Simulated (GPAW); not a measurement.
## CdF2 and the effect of the functional

```xyz
3
Lattice="0.0000 2.6940 2.6940 2.6940 0.0000 2.6940 2.6940 2.6940 0.0000" Properties=species:S:1:pos:R:3 pbc="T T T"
Cd    0.0000    0.0000    0.0000
F     4.0410    4.0410    4.0410
F     1.3470    1.3470    1.3470
```

Kept alike: task band structure; k mesh 9 × 9 × 9; occupations fermi-dirac, width 0.05 eV; no spin polarisation. Program: GPAW, potentials by row: the program's PAW data sets (release 1.2.1) made for this functional (LDA); GPAW PAW data sets (gpaw-data 1.2.1) (PBE, r2SCAN); PAW data sets generated for this functional (PBEsol), cutoff 800 eV. The mesh is that of the run's cell of 3 atoms. No spin-orbit coupling.

```csv
functional,band gap (eV),pressure (GPa)
LDA,2.773,-7.56
PBE,3.068,3.58
PBEsol,2.903,-2.11
r2SCAN,3.760,-1.82
```

Pressure is positive in compression; the values hold the error of the finite cutoff, so their zero can differ a little from the energy's minimum. Gaps are the smaller of the mesh's and the band path's.

The band gap runs from 2.773 (LDA) to 3.760 eV (r2SCAN). From PBE: LDA -0.295; PBEsol -0.165; r2SCAN +0.692. The pressure runs from -7.56 (LDA) to 3.58 GPa (PBE). From PBE: LDA -11.14; PBEsol -5.69; r2SCAN -5.40. A positive pressure means that the functional's own cell is larger than the one given, a negative one that it is smaller.
